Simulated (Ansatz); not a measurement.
# 1T-PbSeTe monolayer in a perpendicular field

Aim: how the 1T-PbSeTe monolayer screens a field along its normal, and what the field does to its bands. A positive field points along +c.

Calculated with Ansatz 0.2.0; plane-wave DFT, PBE-D3(BJ), Ansatz PAW (set soft_1); PAW set soft_1.

### Step 1. Starting point

The cell holds 3 atoms: 1 Te, 1 Pb and 1 Se. Its edges and angles: a = 3.750 Å, b = 3.750 Å, c = 36.953 Å, α = 90.0°, β = 90.0°, γ = 120.0°. Vacuum lies along c.

Coordinates:

```cif
data_structure
_symmetry_space_group_name_H-M 'P 1'
_symmetry_Int_Tables_number 1
_cell_length_a 3.7499
_cell_length_b 3.7499
_cell_length_c 36.9533
_cell_angle_alpha 90.000
_cell_angle_beta 90.000
_cell_angle_gamma 120.000
_cell_volume 450.02
loop_
_atom_site_label
_atom_site_type_symbol
_atom_site_fract_x
_atom_site_fract_y
_atom_site_fract_z
_atom_site_occupancy
Te1 Te 0.66667 0.33333 0.46004 1
Pb2 Pb 0.00000 0.00000 0.50433 1
Se3 Se 0.33333 0.66667 0.53996 1
```

### Step 2. Relaxing the slab

The starting cell is a guess, so the in-plane lattice and the atoms are relaxed first, with the slab cut off from its images along the normal.

input.yaml

```yaml
crystal:
  lattice:
    - [3.749942, 0.0, 0.0]
    - [-1.874971, 3.2475450347, 0.0]
    - [0.0, 0.0, 36.9533331014]
  atoms:
    - { symbol: Te, position: [0.6666666667, 0.3333333333, 0.4600396926] }
    - { symbol: Pb, position: [0.0, 0.0, 0.5043278309] }
    - { symbol: Se, position: [0.3333333333, 0.6666666667, 0.5399603074] }
  periodic: [true, true, false]
kpoints:
  mp_grid: { grid: [12, 12, 1] }
hamiltonian:
  xc: pbe
  dispersion: d3bj
  pseudopotentials: { kind: paw, azcp: { folder: soft_1 } }
scf:
  occupations: { method: fermi_dirac, width: 0.05 }
  convergence: { dr2_threshold: 1.0e-09 }
relax:
  f_tol: 0.004
  max_steps: 90
  cell: {}
output:
  write_potential: true
  write_density: true
  volumetric_format: npy
```

The run is started by

```console
ansatz run input.yaml --threads 2 --pin off --max-ram 3072MiB --backend cpu --events-out ev --progress --plain --runs-dir out
```

Numbers of over 12 decimals in the logs are rounded to 6 here.

The program printed:

```text
Warning: relax.cell: scf.convergence.dr2_threshold = 1e-9 eV is looser than the 1.78796160008e-10 eV advised for a relaxation that steers and ends on the stress (1e-10 eV for each atom of the cell: 3, times the square of relax.cell.stress_2d_tol = 0.05 N/m over 13.0 Å (the atoms' height at the walk's start and 5 Å past either face), 3.860e-2 GPa, over a crystal's default 0.05). What an SCF threshold leaves in a stress goes as its square root, and in the free energy as the threshold itself, and one threshold admits the most on a small cell: [figures from the program's tests cut] Set scf.convergence.dr2_threshold to 1.78796160008e-10 eV or tighter. [rest of the remark cut]
Engine: ansatz 0.2.0, x86_64-unknown-linux-gnu
Pseudopotentials: kind: paw
Pseudopotential: Te, paw, valence charge 16, recommended cutoff 420 eV (normal), soft_1/Te.paw.azcp
Pseudopotential: Pb, paw, valence charge 14, recommended cutoff 420 eV (normal), soft_1/Pb.paw.azcp
Pseudopotential: Se, paw, valence charge 16, recommended cutoff 420 eV (normal), soft_1/Se.paw.azcp
Functional definition: PBE
  parameter kappa = 0.804
  parameter beta = 0.066725
  exchange = pbe_x(kappa = kappa, mu = beta*pi^2/3)
  correlation = pbe_c(beta = beta)
Crystal: 3 atoms, lattice volume = 450.022 Å³
Basis set: ecut = 420 eV, 8835 PW (Γ), exchange–correlation on 54×54×500 points (8 copies of the dense FFT grid, shifted against one another)
Bands: 28, of which v1, the nominal top of the filled ones, is band 23 counted from 1 (22 counted from 0)
Symmetry: 6 space group operations
Space group: P3m1 (ITA 156), of the structure as read, at distance tolerance 7.7e-5 Å
k-points: 19 of 144 (time reversal used)
Non-local potential: Te, projectors of the file, l = 0: 2, l = 1: 2, l = 2: 2, l = 3: 1
Non-local potential: Pb, projectors of the file, l = 0: 2, l = 1: 2, l = 2: 2, l = 3: 1
Non-local potential: Se, projectors of the file, l = 0: 2, l = 1: 2, l = 2: 3, l = 3: 1
PAW form: soft (Blöchl's): semilocal exchange-correlation on the pseudo side does not see the compensation charge
PAW one-centre angular grid: Te, 590 points (default); XC on 64 Gauss nodes
PAW one-centre angular grid: Pb, 590 points (default); XC on 64 Gauss nodes
PAW one-centre angular grid: Se, 590 points (default); XC on 64 Gauss nodes
Initial density: superposition of atomic densities (neutral atoms: chi_scale 0, normalization atom)
Initial wavefunctions: pseudopotential atomic-orbital guess
Functional: x = pbe(κ = 0.804, μ = 0.219515), c = pbe(β = 0.066725)
iter 1 solved again at ethr=1.82e-3 eV; its pass at ethr=3.10e-3 eV (dr2=8.36e-1 eV) is discarded
SCF iter   1: F=—  HF=-24356.524082 eV  |F-HF|=—  |Δ(HF+E_count)|=         —  Δρ=1.27e-2  dr2=8.69e-1  ethr=1.82e-3  ⟨swp⟩=1.4  Hψ=5809  notcnv=0
preconditioner: auto → LDOS  [insulator: Δε(μ)=0.139 eV  Ē_g=14.473 eV  σ=0.050 eV  W_gap=0.58  n_scr=20 (ndim 8)  ℏωp=8.9 eV  f_vac=0.805  D(μ)=0.81/eV (n_scr^D=6)  ε∞_Penn≈1.4  β→1.0]
SCF iter   2: F=—  HF=-24356.437501 eV  |F-HF|=—  |Δ(HF+E_count)|=   8.66e-2  Δρ=6.51e-3  dr2=4.80e-1  ethr=1.82e-3  ⟨swp⟩=7.2  Hψ=1778  notcnv=0  defer=1
SCF iter   3: F=—  HF=-24356.322648 eV  |F-HF|=—  |Δ(HF+E_count)|=   1.15e-1  Δρ=1.51e-3  dr2=2.29e-2  ethr=1.04e-3  ⟨swp⟩=4.5  Hψ=1435  notcnv=0  defer=4
SCF iter   4: F=—  HF=-24356.314785 eV  |F-HF|=—  |Δ(HF+E_count)|=   7.86e-3  Δρ=4.21e-4  dr2=2.44e-3  ethr=4.98e-5  ⟨swp⟩=3.9  Hψ=1419  notcnv=0  defer=4
SCF iter   5: F=—  HF=-24356.314520 eV  |F-HF|=—  |Δ(HF+E_count)|=   2.65e-4  Δρ=1.30e-4  dr2=1.87e-4  ethr=5.31e-6  ⟨swp⟩=3.4  Hψ=1055  notcnv=0  defer=4
SCF iter   6: F=—  HF=-24356.314515 eV  |F-HF|=—  |Δ(HF+E_count)|=   5.02e-6  Δρ=3.26e-5  dr2=1.16e-5  ethr=4.06e-7  ⟨swp⟩=2.5  Hψ=1012  notcnv=0  defer=4
SCF iter   7: F=—  HF=-24356.314513 eV  |F-HF|=—  |Δ(HF+E_count)|=   2.04e-6  Δρ=1.18e-5  dr2=9.54e-7  ethr=2.52e-8  ⟨swp⟩=3.2  Hψ=1076  notcnv=0  defer=4
SCF iter   8: F=—  HF=-24356.314490 eV  |F-HF|=—  |Δ(HF+E_count)|=   2.28e-5  Δρ=2.49e-6  dr2=3.35e-8  ethr=2.07e-9  ⟨swp⟩=3.3  Hψ=1044  notcnv=0  defer=4
SCF iter   9: F=—  HF=-24356.314491 eV  |F-HF|=—  |Δ(HF+E_count)|=   4.30e-8  Δρ=9.61e-7  dr2=2.69e-9  ethr=7.28e-11  ⟨swp⟩=3.6  Hψ=1125  notcnv=0  defer=4
SCF iter  10: F=-24356.314491 eV  HF=-24356.314491 eV  |F-HF|=4.17e-9  |Δ(HF+E_count)|=   1.93e-8  Δρ=3.21e-7  dr2=6.00e-10  ethr=2.17e-12  ⟨swp⟩=13.5  Hψ=4269  notcnv=0
SCF 1 converged in 10 iterations: F = -24356.314491 eV  dr2 = 6.00e-10
  greatest PAW one-centre occupation: 1.000 electrons in one spin orbital (limit 2), on the Se atom at site 2 (counted from 0), in its partial waves of l = 2
relax step   1: F+E_penalty+E_count = -24356.31449056 eV  Δ(F+E_penalty+E_count) = +0.000e0 eV  max|allowed force component| = 5.172e0 eV/Å  Δτ_max = 0.0000 Å  P = +18.109 N/m  Ω = 450.022 Å³  fix = [c, alpha, beta]  reactions: c +0.000 N/m  (10 SCF iters, accepted)
Crystal: 3 atoms, lattice volume = 457.757 Å³
Basis set: ecut = 420 eV, 8979 PW (Γ), exchange–correlation on 54×54×500 points (8 copies of the dense FFT grid, shifted against one another)
Initial density: handed on by an earlier stage of this run
Initial wavefunctions: those handed on with the density
iter 1 solved again at ethr=1.76e-4 eV; its pass at ethr=3.10e-3 eV (dr2=8.08e-2 eV) is discarded
SCF iter   1: F=—  HF=-24357.883040 eV  |F-HF|=—  |Δ(HF+E_count)|=         —  Δρ=3.73e-3  dr2=8.19e-2  ethr=1.76e-4  ⟨swp⟩=3.3  Hψ=4354  notcnv=0
preconditioner: auto → LDOS  [metal: Δε(μ)=0.083 eV  Ē_g=14.058 eV  σ=0.050 eV  W_gap=0.39  n_scr=20 (ndim 8)  ℏωp=8.8 eV  f_vac=0.798  D(μ)=1.77/eV (n_scr^D=8)  β→1.0]
SCF iter   2: F=—  HF=-24357.873522 eV  |F-HF|=—  |Δ(HF+E_count)|=   9.52e-3  Δρ=1.28e-3  dr2=7.22e-3  ethr=1.76e-4  ⟨swp⟩=4.7  Hψ=1407  notcnv=0
SCF iter   3: F=—  HF=-24357.873037 eV  |F-HF|=—  |Δ(HF+E_count)|=   4.85e-4  Δρ=4.60e-4  dr2=1.84e-3  ethr=1.57e-5  ⟨swp⟩=3.1  Hψ=1293  notcnv=0
SCF iter   4: F=—  HF=-24357.872362 eV  |F-HF|=—  |Δ(HF+E_count)|=   6.76e-4  Δρ=1.58e-4  dr2=3.10e-4  ethr=4.00e-6  ⟨swp⟩=2.7  Hψ=1166  notcnv=0
SCF iter   5: F=—  HF=-24357.872318 eV  |F-HF|=—  |Δ(HF+E_count)|=   4.36e-5  Δρ=6.27e-5  dr2=2.92e-5  ethr=6.73e-7  ⟨swp⟩=2.5  Hψ=804  notcnv=0
SCF iter   6: F=—  HF=-24357.872317 eV  |F-HF|=—  |Δ(HF+E_count)|=   9.60e-7  Δρ=1.14e-5  dr2=2.52e-6  ethr=6.34e-8  ⟨swp⟩=3.3  Hψ=1028  notcnv=0
SCF iter   7: F=—  HF=-24357.872297 eV  |F-HF|=—  |Δ(HF+E_count)|=   2.02e-5  Δρ=3.90e-6  dr2=1.33e-7  ethr=5.48e-9  ⟨swp⟩=3.6  Hψ=1157  notcnv=0
SCF iter   8: F=—  HF=-24357.872297 eV  |F-HF|=—  |Δ(HF+E_count)|=   9.08e-8  Δρ=1.02e-6  dr2=6.76e-9  ethr=2.88e-10  ⟨swp⟩=3.5  Hψ=978  notcnv=0
[...]
relax step   3: F+E_penalty+E_count = -24358.46878671 eV  Δ(F+E_penalty+E_count) = -5.965e-1 eV  max|allowed force component| = 8.398e-1 eV/Å  Δτ_max = 0.1273 Å  P = +3.435 N/m  Ω = 479.837 Å³  energy of the carried Pulay correction = -1.079e-3 eV  fix = [c, alpha, beta]  reactions: c +0.000 N/m  (8 SCF iters, accepted)
[... from here on, the SCF cycles and remarks between the steps are left out ...]
relax step   4: F+E_penalty+E_count = -24358.58839954 eV  Δ(F+E_penalty+E_count) = -1.196e-1 eV  max|allowed force component| = 3.064e-1 eV/Å  Δτ_max = 0.0566 Å  P = +0.950 N/m  Ω = 498.664 Å³  energy of the carried Pulay correction = -1.716e-3 eV  fix = [c, alpha, beta]  reactions: c +0.000 N/m  (9 SCF iters, accepted)
relax step   5: F+E_penalty+E_count = -24358.60943936 eV  Δ(F+E_penalty+E_count) = -2.104e-2 eV  max|allowed force component| = 1.338e-1 eV/Å  Δτ_max = 0.0762 Å  P = -0.264 N/m  Ω = 503.749 Å³  energy of the carried Pulay correction = -1.883e-3 eV  fix = [c, alpha, beta]  reactions: c -0.000 N/m  (10 SCF iters, accepted)
relax step   6: F+E_penalty+E_count = -24358.61498673 eV  Δ(F+E_penalty+E_count) = -5.547e-3 eV  max|allowed force component| = 1.294e-1 eV/Å  Δτ_max = 0.0500 Å  P = -0.378 N/m  Ω = 499.973 Å³  energy of the carried Pulay correction = -1.759e-3 eV  fix = [c, alpha, beta]  reactions: c -0.000 N/m  (9 SCF iters, accepted)
relax step   7: F+E_penalty+E_count = -24358.62040875 eV  Δ(F+E_penalty+E_count) = -5.422e-3 eV  max|allowed force component| = 2.388e-1 eV/Å  Δτ_max = 0.0842 Å  P = -0.299 N/m  Ω = 489.384 Å³  energy of the carried Pulay correction = -1.406e-3 eV  fix = [c, alpha, beta]  reactions: c -0.000 N/m  (9 SCF iters, accepted)
relax step   8: F+E_penalty+E_count = -24358.62565522 eV  Δ(F+E_penalty+E_count) = -5.246e-3 eV  max|allowed force component| = 5.985e-2 eV/Å  Δτ_max = 0.0169 Å  P = -0.175 N/m  Ω = 486.153 Å³  energy of the carried Pulay correction = -1.297e-3 eV  fix = [c, alpha, beta]  reactions: c -0.000 N/m  (8 SCF iters, accepted)
relax step   9: F+E_penalty+E_count = -24358.62647671 eV  Δ(F+E_penalty+E_count) = -8.215e-4 eV  max|allowed force component| = 6.383e-3 eV/Å  Δτ_max = 0.0055 Å  P = -0.018 N/m  Ω = 483.408 Å³  energy of the carried Pulay correction = -1.203e-3 eV  fix = [c, alpha, beta]  reactions: c -0.000 N/m  (7 SCF iters, accepted)
relax step  10: F+E_penalty+E_count = -24358.62651419 eV  Δ(F+E_penalty+E_count) = -3.748e-5 eV  max|allowed force component| = 1.187e-3 eV/Å  Δτ_max = 0.0029 Å  P = +0.002 N/m  Ω = 482.722 Å³  energy of the carried Pulay correction = -1.179e-3 eV  fix = [c, alpha, beta]  reactions: c +0.000 N/m  (6 SCF iters, accepted)
Initial wavefunctions: pseudopotential atomic-orbital guess (no wavefunctions were taken with the density)
iter 1 solved again at ethr=2.29e-6 eV; its pass at ethr=3.10e-3 eV (dr2=1.05e-3 eV) is discarded
SCF iter   1: F=—  HF=-24358.612426 eV  |F-HF|=—  |Δ(HF+E_count)|=         —  Δρ=2.93e-4  dr2=1.37e-5  ethr=2.29e-6  ⟨swp⟩=4.7  Hψ=5603  notcnv=0
preconditioner: auto → LDOS  [metal: Δε(μ)=0.049 eV  Ē_g=13.038 eV  σ=0.050 eV  W_gap=0.24  n_scr=20 (ndim 8)  ℏωp=8.6 eV  f_vac=0.782  D(μ)=3.17/eV (n_scr^D=12)  β→1.0]
SCF iter   2: F=—  HF=-24358.627328 eV  |F-HF|=—  |Δ(HF+E_count)|=   1.49e-2  Δρ=1.43e-5  dr2=3.53e-6  ethr=2.97e-8  ⟨swp⟩=4.5  Hψ=1376  notcnv=0
SCF iter   3: F=—  HF=-24358.627271 eV  |F-HF|=—  |Δ(HF+E_count)|=   5.67e-5  Δρ=8.14e-6  dr2=5.75e-7  ethr=7.67e-9  ⟨swp⟩=3.3  Hψ=1063  notcnv=0
SCF iter   4: F=—  HF=-24358.627303 eV  |F-HF|=—  |Δ(HF+E_count)|=   3.22e-5  Δρ=3.17e-6  dr2=1.81e-7  ethr=1.25e-9  ⟨swp⟩=2.4  Hψ=855  notcnv=0
SCF iter   5: F=—  HF=-24358.627303 eV  |F-HF|=—  |Δ(HF+E_count)|=   4.11e-7  Δρ=1.36e-6  dr2=3.01e-8  ethr=3.94e-10  ⟨swp⟩=2.3  Hψ=838  notcnv=0
SCF iter   6: F=—  HF=-24358.627303 eV  |F-HF|=—  |Δ(HF+E_count)|=   7.39e-7  Δρ=5.53e-7  dr2=6.13e-9  ethr=6.55e-11  ⟨swp⟩=2.7  Hψ=844  notcnv=0
SCF iter   7: F=-24358.627304 eV  HF=-24358.627304 eV  |F-HF|=2.97e-8  |Δ(HF+E_count)|=   6.12e-7  Δρ=1.37e-7  dr2=1.76e-10  ethr=2.17e-12  ⟨swp⟩=14.6  Hψ=4440  notcnv=0
SCF 11 converged in 7 iterations: F = -24358.627304 eV  dr2 = 1.76e-10
relax step  11: F+E_penalty+E_count = -24358.62730411 eV  Δ(F+E_penalty+E_count) = -7.899e-4 eV  max|allowed force component| = 1.173e-3 eV/Å  Δτ_max = 0.0000 Å  P = -0.008 N/m  Ω = 482.722 Å³  fix = [c, alpha, beta]  reactions: c -0.000 N/m  stress off target by 7.91e-3 N/m on what of the cell is left free  SCF on the basis re-selected at this cell (its energy is not comparable with the rows above)  (7 SCF iters)
basis re-selected at this cell: Δ(F+E_penalty+E_count) = -7.899e-4 eV, ΔP = -0.010 N/m vs the last step (what re-selecting the basis moved, of the pressure what is left beyond the Pulay correction that the steps carried, after the strain that the cell walked since its last selection, with what the two solves' SCF thresholds leave and, on support functions, any second-order correction that the steps lacked; it is no m [...]
WARN: The input density's exchange-correlation potential varies sharply where the density is thin. Do not read a vacuum level from v_tot or v_xc, or from such a field of the output density. On a cell that repeats whose density bears no net charge and no dipole along the vacuum's axis use v_es (v_loc + v_h of the components); under efield.dipole_correction with no amplitude use v_es + v_field, which holds any external [...]
SCF converged after 7 iterations
Free energy (F): -24358.627304 eV
Harris-Foulkes:  -24358.627304 eV  (|F-HF|=2.97e-8)
Internal energy: -24358.601397 eV  (E = F + TS)
E sigma→0 (E₀):  -24358.614351 eV
Entropy (-TS):   -0.025907 eV (-8.636 meV/atom)
Fermi energy:    -5.396920 eV
--- Per-component energies (eV) ---
  E_band       = -1327.722344
  E_kinetic    = 574.392528
  E_local      = -111358.105392  (includes V_loc(G=0)·N_el)
  E_nonlocal   = 17.329376
  E_hartree    = 55310.346944
  E_xc         = -411.362694
  E_vxc        = -327.604819  (∫ρ·V_xc dr)
  E_paw        = -17195.082668  (= ΣΔE_a)
  E_vpaw       = -854.427275  (= ΣTr[D̂ρ^β])
  E_aug_tail   = -0.000286  (compensation charges beyond the density's cutoff)
  E_ewald      = 48704.705086
  E_disp       = -0.824291  (pairwise vdW)
  E_smearing   = -0.025907  (= −TS)
  E_closure    = 0.000000  (closes the sum)
  Σ components = -24358.627304   (vs F -24358.627304, Δ=0.00e0)
--- Forces (eV/Å), atoms counted from 1 ---
  atom   1  Te     0.00000000     0.00000000     0.00117300
  atom   2  Pb     0.00000000     0.00000000    -0.00087674
  atom   3  Se    -0.00000000    -0.00000000    -0.00029567
  max |Σ_I F_I| component: 5.82e-7 eV/Å
--- 2D stress c σ (N/m, compression-positive) ---
       -0.007905      -0.000000       0.000000
       -0.000000      -0.007905      -0.000000
        0.000000      -0.000000      -0.000000
  P = ½ c Tr σ = -0.0079 N/m
--- Band table (eV; the first three rows and the last of 19) ---
  k-point 0: bands = [... 19 lower, -5.8231, -5.8231, -5.1151, -4.4435, -4.4435, -2.0263, -0.7877, -0.7877, ... 1 higher]
  k-point 1: bands = [... 19 lower, -6.3843, -5.9226, -5.1520, -4.6221, -4.5382, -1.7052, -1.2229, -0.7089, ... 1 higher]
  k-point 2: bands = [... 19 lower, -7.1331, -6.1774, -6.0677, -4.7670, -4.5934, -1.9958, -0.9428, -0.5799, ... 1 higher]
  k-point 18: bands = [... 19 lower, -8.5341, -8.4862, -7.0266, -6.4413, -5.7668, -2.0745, -1.9667, -0.4631, ... 1 higher]
  the weakly bound empty levels are not read free of the cell's end (no_gap_told)
--- Relaxed structure (10 steps of the walk, 10 accepted, 1 SCFs on fresh bases) ---
  F+E_penalty+E_count = -24358.62730411 eV   max|allowed force component| = 1.173e-3 eV/Å   (the final SCF, on the basis selected at the relaxed cell)
  cell:  # Å, volume = 482.7224 Å³
    - [3.883798, 9.907306924647824e-18, 0]
    - [-1.941899, 3.363467, 0]
    - [0, 0, 36.9533331014]
  atoms:
    - { symbol: Te, position: [0.666667, 0.333333, 0.444248] }
    - { symbol: Pb, position: [0, 0, 0.507317] }
    - { symbol: Se, position: [0.333333, 0.666667, 0.552763] }
```

Wall time 71 s (2 threads of Intel Xeon 6975P-C (Granite Rapids), shared host); peak memory 0.83 GiB; 2.3 min of CPU time.

Relaxation path:

```csv
step,energy less that of the first step (eV),largest force component (eV/Å),volume (Å³)
1,0.0000,5.1716,450.02
2,-1.5578,2.3882,457.76
3,-2.1543,0.8398,479.84
4,-2.2739,0.3064,498.66
5,-2.2949,0.1338,503.75
6,-2.3005,0.1294,499.97
7,-2.3059,0.2388,489.38
8,-2.3112,0.0598,486.15
9,-2.3120,0.0064,483.41
10,-2.3120,0.0012,482.72
11*,-2.3128,0.0012,482.72
```

Relaxation steps marked * repeat the geometry before them on a plane-wave basis chosen anew for their cell, so energy and pressure can jump there.

Forces are held to the 6 operations that the run works with; a distortion that breaks them can't arise in this run.

```csv
cell as run,before,after,change
a (Å),3.750,3.884,+3.6 %
b (Å),3.750,3.884,+3.6 %
```

The atoms that moved most (Å, along periodic axes as changes of fractional coordinates times the final cell, across vacuum about the mean position):

```csv
atom,dx,dy,dz,length
Te1,0.000,0.000,-0.584,0.584
Se3,0.000,0.000,0.473,0.473
Pb2,0.000,0.000,0.110,0.110
```

The relaxed structure:

```xyz
3
Lattice="3.8838 0.0000 0.0000 -1.9419 3.3635 0.0000 0.0000 0.0000 36.9533" Properties=species:S:1:pos:R:3
Te    1.9419    1.1212   16.4165
Pb    0.0000    0.0000   18.7470
Se    0.0000    2.2423   20.4264
```

Numbers from this step:

```
energy at zero smearing : -24358.6144 eV
```

The lattice constant a goes from 3.750 to 3.884 Å.

(Continued in part 2 of 2.)

[Logs are printed without paths, hosts, clocks, repeated set-up lines and the standing remarks that a program may print on its own settings, such as how far it seeks lower states.]

[Hosts, paths, dates, database ids (printed as entryN), source tags and the programs' standing remarks are cut or masked in the printed files.]

[Maps of the electrostatic potential energy from Ansatz leave out the sawtooth potential of an applied field or a dipole correction, so their vacuum need not be flat; planar profiles and work functions include it.]
